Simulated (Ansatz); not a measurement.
**Si: a line through an energy map**

One line of a two-coordinate grid on Si (I4/mmm, No. 139; 4 atoms in the cell): volume per atom is varied, at c/a of the conventional cell = 0.532.

Computed with Ansatz 0.2.0 (DFT PBE, scalar-relativistic, plane waves, PAW, unless a step's input says otherwise).

16 further runs of the same task are left out: 16 set aside as unsound or not needed.

### 1 The system as given

Symmetry: I4/mmm, No. 139, tetragonal system. Conventional cell: a = 6.691 Å, b = 6.691 Å, c = 3.861 Å, α = 90.00°, β = 90.00°, γ = 90.00°. Si (site symmetry m2m) is surrounded by 4 Si at 2.36 to 2.39 Å.

Structure file:

```
CELL_PARAMETERS angstrom
-3.34558 3.34558 1.93042
3.34558 -3.34558 1.93042
3.34558 3.34558 -1.93042
ATOMIC_POSITIONS crystal
Si 0.17861 0.17861 0.35722
Si 0.82139 0.82139 0.64278
Si 0.17861 0.82139 0.00000
Si 0.82139 0.17861 0.00000
```

It goes back to an entry of the Materials Project, which need not be the stable form.

It is the result of an earlier relaxation at this level (volume 21.61 Å³/atom; gap on the mesh: 0.41 eV).

### 2 Plan of the line

The energy is mapped over volume and the cell's shape.

The axes are (1) volume per atom: 7 values from 19.88 to 23.34 Å³; (2) c/a of the conventional cell: 7 values from 0.511 to 0.651.

Nothing else is relaxed (fractional coordinates fixed). Energies count from the relaxed crystal. Points are written as (first, second).

### 3 Grid point (21.03 Å³, 0.532)

Contents of input.yaml:

```yaml
crystal:
  lattice:
    - [-3.4057070801, 3.4057070801, 1.8131984494]
    - [3.4057070801, -3.4057070801, 1.8131984494]
    - [3.4057070801, 3.4057070801, -1.8131984494]
  atoms:
    - { symbol: Si, position: [0.1786105079, 0.1786105079, 0.3572210158] }
    - { symbol: Si, position: [0.8213894921, 0.8213894921, 0.6427789842] }
    - { symbol: Si, position: [0.1786105079, 0.8213894921, 0.0] }
    - { symbol: Si, position: [0.8213894921, 0.1786105079, 0.0] }
basis:
  ecutwfc: 420
kpoints:
  mp_grid: { grid: [12, 12, 12] }
hamiltonian:
  xc: pbe
  pseudopotentials: { kind: paw, azcp: { folder: soft_1 } }
scf:
  occupations: { method: gaussian, width: 0.05 }
output:
  forces: true
  stress: true
  eigenvalues: true
```

On the command line:

```console
> ansatz run input.yaml --threads 1 --pin off --max-ram 2048MiB --backend cpu --events-out ev --progress --plain --runs-dir out
```

Standard output, cut to the lines that bear on the results:

```text
Warning: RAYON_NUM_THREADS=1 ignored (pool sized by the plan → 1); use --threads N
[...]
Pseudopotentials: kind: paw
Pseudopotential: Si, paw, valence charge 4, recommended cutoff 420 eV (normal), <dir>
Functional definition: PBE
[...]
Crystal: 4 atoms, lattice volume = 84.124 Å³
Basis set: ecut = 420 eV, 1651 PW (Γ), exchange–correlation on 72×72×72 points (8 copies of the dense FFT grid, shifted against one another)
Bands: 12, of which v1, the nominal top of the filled ones, is band 8 counted from 1 (7 counted from 0)
Symmetry: 16 space group operations
Space group: I4/mmm (ITA 139), of the structure as read, at distance tolerance 4.4e-5 Å
k-points: 163 of 1728
[...]
SCF iter   1: F=—  HF=-2543.063126 eV  |F-HF|=—  |Δ(HF+E_count)|=         —  Δρ=4.59e-2  dr2=1.74e0  ethr=3.10e-3  ⟨swp⟩=7.3  Hψ=15707  notcnv=0
[...]
SCF iter   7: F=-2542.613269 eV  HF=-2542.613269 eV  |F-HF|=8.00e-10  |Δ(HF+E_count)|=   1.93e-7  Δρ=1.28e-6  dr2=2.00e-9  ethr=6.25e-10  ⟨swp⟩=6.9  Hψ=10581  notcnv=0
[...]
SCF converged after 7 iterations
Free energy (F): -2542.613269 eV
[...]
E sigma→0 (E₀):  -2542.613226 eV
Entropy (-TS):   -0.000086 eV (-0.021 meV/atom)
Fermi energy:    5.935450 eV
[...]
--- Forces (eV/Å), atoms counted from 1 ---
  atom   1  Si    -0.61708107    -0.61708107     0.00000000
  atom   2  Si     0.61708107     0.61708107     0.00000000
  atom   3  Si     0.61708107    -0.61708107    -0.00000000
  atom   4  Si    -0.61708107     0.61708107     0.00000000
[...]
--- Stress (GPa, compression-positive) ---
       -1.887750      -0.000000       0.000000
       -0.000000      -1.887750       0.000000
        0.000000       0.000000      13.243669
  P = ⅓ Tr σ = 3.1561 GPa (31.561 kbar)
--- Band table (eV; the first three rows and the last of 163) ---
  k-point 0: bands = ["-6.2062", "-2.5104", "0.2627", "0.2627", "2.1080", "4.8795", "4.8795", "5.4431", "7.0553", "7.0553", "8.0823", "8.7853"]
[...]
```

It took 8.9 s on 1 thread of AMD EPYC 7R43 (Zen 3), shared host; peak memory 0.48 GiB.

Energy on the map's scale: 58 meV/atom.

### 4 Grid point (21.61 Å³, 0.532)

input.yaml: that of step 3 with these lines changed.

```diff
@@ -2,5 +2,5 @@
   lattice:
-    - [-3.4057070801, 3.4057070801, 1.8131984494]
-    - [3.4057070801, -3.4057070801, 1.8131984494]
-    - [3.4057070801, 3.4057070801, -1.8131984494]
+    - [-3.4365209333, 3.4365209333, 1.8296037449]
+    - [3.4365209333, -3.4365209333, 1.8296037449]
+    - [3.4365209333, 3.4365209333, -1.8296037449]
   atoms:
```

On the command line:

```console
> ansatz run input.yaml --threads 1 --pin off --max-ram 2048MiB --backend cpu --events-out ev --progress --plain --runs-dir out
```

Standard output, cut to the lines that bear on the results:

```text
Warning: RAYON_NUM_THREADS=1 ignored (pool sized by the plan → 1); use --threads N
[...]
[... 3 set-up lines as earlier in the session ...]
[...]
Crystal: 4 atoms, lattice volume = 86.428 Å³
Basis set: ecut = 420 eV, 1707 PW (Γ), exchange–correlation on 72×72×72 points (8 copies of the dense FFT grid, shifted against one another)
Bands: 12, of which v1, the nominal top of the filled ones, is band 8 counted from 1 (7 counted from 0)
[... 2 set-up lines as earlier in the session ...]
k-points: 163 of 1728
[...]
SCF iter   1: F=—  HF=-2543.054751 eV  |F-HF|=—  |Δ(HF+E_count)|=         —  Δρ=4.43e-2  dr2=1.66e0  ethr=3.10e-3  ⟨swp⟩=7.2  Hψ=15652  notcnv=0
[...]
SCF iter   7: F=-2542.640978 eV  HF=-2542.640978 eV  |F-HF|=9.95e-10  |Δ(HF+E_count)|=   1.70e-7  Δρ=1.11e-6  dr2=1.50e-9  ethr=4.75e-10  ⟨swp⟩=2.9  Hψ=7499  notcnv=0
[...]
SCF converged after 7 iterations
Free energy (F): -2542.640978 eV
[...]
E sigma→0 (E₀):  -2542.640938 eV
Entropy (-TS):   -0.000080 eV (-0.020 meV/atom)
Fermi energy:    5.652748 eV
[...]
--- Forces (eV/Å), atoms counted from 1 ---
  atom   1  Si    -0.57024681    -0.57024681     0.00000000
  atom   2  Si     0.57024681     0.57024681     0.00000000
  atom   3  Si     0.57024681    -0.57024681     0.00000000
  atom   4  Si    -0.57024681     0.57024681    -0.00000000
[...]
--- Stress (GPa, compression-positive) ---
       -3.938487       0.000000       0.000000
        0.000000      -3.938487       0.000000
        0.000000       0.000000      10.137679
  P = ⅓ Tr σ = 0.7536 GPa (7.536 kbar)
--- Band table (eV; the first three rows and the last of 163) ---
  k-point 0: bands = ["-6.2943", "-2.7074", "0.0668", "0.0668", "1.9422", "4.6179", "4.6179", "5.1968", "6.7558", "6.7558", "7.8184", "8.4741"]
[...]
```

Wall time 9.3 s (1 thread of AMD EPYC 7R43 (Zen 3), shared host); peak memory 0.48 GiB.

On the map this point reads 51 meV/atom.

### 5 Grid point (22.18 Å³, 0.532)

input.yaml: that of step 4 with these lines changed.

```diff
@@ -2,5 +2,5 @@
   lattice:
-    - [-3.4365209333, 3.4365209333, 1.8296037449]
-    - [3.4365209333, -3.4365209333, 1.8296037449]
-    - [3.4365209333, 3.4365209333, -1.8296037449]
+    - [-3.4667890072, 3.4667890072, 1.8457184675]
+    - [3.4667890072, -3.4667890072, 1.8457184675]
+    - [3.4667890072, 3.4667890072, -1.8457184675]
   atoms:
```

On the command line:

```console
> ansatz run input.yaml --threads 1 --pin off --max-ram 2048MiB --backend cpu --events-out ev --progress --plain --runs-dir out
```

Standard output, cut to the lines that bear on the results:

```text
Warning: RAYON_NUM_THREADS=1 ignored (pool sized by the plan → 1); use --threads N
[...]
[... 3 set-up lines as earlier in the session ...]
[...]
Crystal: 4 atoms, lattice volume = 88.732 Å³
Basis set: ecut = 420 eV, 1739 PW (Γ), exchange–correlation on 72×72×72 points (8 copies of the dense FFT grid, shifted against one another)
Bands: 12, of which v1, the nominal top of the filled ones, is band 8 counted from 1 (7 counted from 0)
[... 1 set-up line as earlier in the session ...]
Space group: I4/mmm (ITA 139), of the structure as read, at distance tolerance 4.5e-5 Å
k-points: 163 of 1728
[...]
SCF iter   1: F=—  HF=-2543.017078 eV  |F-HF|=—  |Δ(HF+E_count)|=         —  Δρ=4.28e-2  dr2=1.58e0  ethr=3.10e-3  ⟨swp⟩=7.1  Hψ=15554  notcnv=0
[...]
SCF iter   7: F=-2542.636455 eV  HF=-2542.636455 eV  |F-HF|=2.03e-9  |Δ(HF+E_count)|=   1.36e-7  Δρ=9.90e-7  dr2=9.19e-10  ethr=4.32e-10  ⟨swp⟩=3.0  Hψ=7776  notcnv=0
[...]
SCF converged after 7 iterations
Free energy (F): -2542.636455 eV
[...]
E sigma→0 (E₀):  -2542.636419 eV
Entropy (-TS):   -0.000073 eV (-0.018 meV/atom)
Fermi energy:    5.384165 eV
[...]
--- Forces (eV/Å), atoms counted from 1 ---
  atom   1  Si    -0.52729691    -0.52729691     0.00000000
  atom   2  Si     0.52729691     0.52729691     0.00000000
  atom   3  Si     0.52729691    -0.52729691    -0.00000000
  atom   4  Si    -0.52729691     0.52729691     0.00000000
[...]
--- Stress (GPa, compression-positive) ---
       -5.702867       0.000000       0.000000
        0.000000      -5.702867       0.000000
        0.000000       0.000000       7.405735
  P = ⅓ Tr σ = -1.3333 GPa (-13.333 kbar)
--- Band table (eV; the first three rows and the last of 163) ---
  k-point 0: bands = ["-6.3778", "-2.8941", "-0.1213", "-0.1213", "1.7848", "4.3699", "4.3699", "4.9626", "6.4673", "6.4673", "7.5665", "8.1787"]
[...]
```

Wall time 8.6 s (1 thread of AMD EPYC 7R43 (Zen 3), shared host); peak memory 0.47 GiB.

That is 52 meV/atom from the zero.

### 6 The run at (22.76 Å³, 0.532)

input.yaml: that of step 5 with these lines changed.

```diff
@@ -2,5 +2,5 @@
   lattice:
-    - [-3.4667890072, 3.4667890072, 1.8457184675]
-    - [3.4667890072, -3.4667890072, 1.8457184675]
-    - [3.4667890072, 3.4667890072, -1.8457184675]
+    - [-3.4965389973, 3.4965389973, 1.8615573622]
+    - [3.4965389973, -3.4965389973, 1.8615573622]
+    - [3.4965389973, 3.4965389973, -1.8615573622]
   atoms:
```

On the command line:

```console
> ansatz run input.yaml --threads 1 --pin off --max-ram 2048MiB --backend cpu --events-out ev --progress --plain --runs-dir out
```

Standard output, cut to the lines that bear on the results:

```text
Warning: RAYON_NUM_THREADS=1 ignored (pool sized by the plan → 1); use --threads N
[...]
[... 3 set-up lines as earlier in the session ...]
[...]
Crystal: 4 atoms, lattice volume = 91.036 Å³
Basis set: ecut = 420 eV, 1787 PW (Γ), exchange–correlation on 72×72×72 points (8 copies of the dense FFT grid, shifted against one another)
Bands: 12, of which v1, the nominal top of the filled ones, is band 8 counted from 1 (7 counted from 0)
[... 2 set-up lines as earlier in the session ...]
k-points: 163 of 1728
[...]
SCF iter   1: F=—  HF=-2542.954324 eV  |F-HF|=—  |Δ(HF+E_count)|=         —  Δρ=4.13e-2  dr2=1.52e0  ethr=3.10e-3  ⟨swp⟩=7.1  Hψ=15453  notcnv=0
[...]
SCF iter   7: F=-2542.603951 eV  HF=-2542.603951 eV  |F-HF|=8.08e-9  |Δ(HF+E_count)|=   5.05e-9  Δρ=2.03e-6  dr2=3.13e-9  ethr=6.25e-10  ⟨swp⟩=7.0  Hψ=11076  notcnv=0
[...]
SCF converged after 7 iterations
Free energy (F): -2542.603951 eV
[...]
E sigma→0 (E₀):  -2542.603918 eV
Entropy (-TS):   -0.000066 eV (-0.017 meV/atom)
Fermi energy:    5.128302 eV
[...]
--- Forces (eV/Å), atoms counted from 1 ---
  atom   1  Si    -0.48784423    -0.48784423     0.00000000
  atom   2  Si     0.48784423     0.48784423     0.00000000
  atom   3  Si     0.48784423    -0.48784423     0.00000000
  atom   4  Si    -0.48784423     0.48784423     0.00000000
[...]
--- Stress (GPa, compression-positive) ---
       -7.217062      -0.000000       0.000000
       -0.000000      -7.217062       0.000000
        0.000000       0.000000       5.002282
  P = ⅓ Tr σ = -3.1439 GPa (-31.439 kbar)
--- Band table (eV; the first three rows and the last of 163) ---
  k-point 0: bands = ["-6.4570", "-3.0714", "-0.3021", "-0.3021", "1.6351", "4.1346", "4.1346", "4.7396", "6.1893", "6.1893", "7.3257", "7.8978"]
[...]
```

It took 8.9 s on 1 thread of AMD EPYC 7R43 (Zen 3), shared host; peak memory 0.49 GiB.

Energy on the map's scale: 60 meV/atom.

### 7 Point (23.34 Å³, 0.532)

input.yaml: that of step 6 with these lines changed.

```diff
@@ -2,5 +2,5 @@
   lattice:
-    - [-3.4965389973, 3.4965389973, 1.8615573622]
-    - [3.4965389973, -3.4965389973, 1.8615573622]
-    - [3.4965389973, 3.4965389973, -1.8615573622]
+    - [-3.525841537, 3.525841537, 1.8771580343]
+    - [3.525841537, -3.525841537, 1.8771580343]
+    - [3.525841537, 3.525841537, -1.8771580343]
   atoms:
```

On the command line:

```console
> ansatz run input.yaml --threads 1 --pin off --max-ram 2048MiB --backend cpu --events-out ev --progress --plain --runs-dir out
```

Standard output, cut to the lines that bear on the results:

```text
Warning: RAYON_NUM_THREADS=1 ignored (pool sized by the plan → 1); use --threads N
[...]
[... 3 set-up lines as earlier in the session ...]
[...]
Crystal: 4 atoms, lattice volume = 93.344 Å³
Basis set: ecut = 420 eV, 1827 PW (Γ), exchange–correlation on 72×72×72 points (8 copies of the dense FFT grid, shifted against one another)
Bands: 12, of which v1, the nominal top of the filled ones, is band 8 counted from 1 (7 counted from 0)
[... 2 set-up lines as earlier in the session ...]
k-points: 163 of 1728
[...]
SCF iter   1: F=—  HF=-2542.869431 eV  |F-HF|=—  |Δ(HF+E_count)|=         —  Δρ=4.00e-2  dr2=1.45e0  ethr=3.10e-3  ⟨swp⟩=7.1  Hψ=15428  notcnv=0
[...]
SCF iter   7: F=-2542.547074 eV  HF=-2542.547074 eV  |F-HF|=1.08e-8  |Δ(HF+E_count)|=   1.45e-7  Δρ=3.12e-6  dr2=9.78e-9  ethr=6.25e-10  ⟨swp⟩=7.0  Hψ=11117  notcnv=0
[...]
SCF converged after 7 iterations
Free energy (F): -2542.547074 eV
[...]
E sigma→0 (E₀):  -2542.547044 eV
Entropy (-TS):   -0.000060 eV (-0.015 meV/atom)
Fermi energy:    4.883724 eV
[...]
--- Forces (eV/Å), atoms counted from 1 ---
  atom   1  Si    -0.45148322    -0.45148322     0.00000000
  atom   2  Si     0.45148322     0.45148322     0.00000000
  atom   3  Si     0.45148322    -0.45148322     0.00000000
  atom   4  Si    -0.45148322     0.45148322    -0.00000000
[...]
--- Stress (GPa, compression-positive) ---
       -8.514307       0.000000       0.000000
        0.000000      -8.514307       0.000000
        0.000000       0.000000       2.885139
  P = ⅓ Tr σ = -4.7145 GPa (-47.145 kbar)
--- Band table (eV; the first three rows and the last of 163) ---
  k-point 0: bands = ["-6.5325", "-3.2403", "-0.4765", "-0.4765", "1.4923", "3.9107", "3.9107", "4.5267", "5.9207", "5.9207", "7.0949", "7.6300"]
[...]
```

Run time: 8.7 s. Hardware: 1 thread of AMD EPYC 7R43 (Zen 3), shared host; peak memory 0.51 GiB.

Energy on the map's scale: 74 meV/atom.

### 8 What came out

```
volume per atom (Å³)  step  energy (meV/atom)  slope (meV/atom per Å³)  pressure (GPa)  band gap on the k-mesh (eV)  largest force on an atom (eV/Å)
               19.88     –                101                      −57             9.1                        0.000                             1.03
               20.45     –                 74                      −37             5.9                        0.000                             0.94
               21.03     3                 58                      −20             3.2                        0.000                             0.87
               21.61     4                 51                       −5             0.8                        0.000                             0.81
               22.18     5                 52                        8            −1.3                        0.011                             0.75
               22.76     6                 60                       20            −3.1                        0.024                             0.69
               23.34     7                 74                       29            −4.7                        0.034                             0.64
```

Energies count from the relaxed crystal. Rows without a step come from runs not printed here or follow by symmetry. Slopes come from the forces (and the stress, where the cell changes), not from differences of energies.

In words: Along the line the energy is lowest at 21.61 Å³, 51 meV/atom from the zero. A fit to energies and slopes at the lowest point and its two neighbours puts the minimum at 21.806 Å³, with a curvature of about 23 meV/atom per (Å³)². V·d²E/dV² there is about 81 GPa, a bulk modulus under this line's constraint. The highest point computed, at 19.88 Å³, lies 50 meV/atom above the lowest. The gap on the mesh reads zero on part of the line; semilocal functionals close small gaps early. This is one cut through a surface in two coordinates; the map's lowest point lies off it. With the other coordinates free, the energies away from the reference would be the same or lower. The gap on the mesh closes on part of the grid.
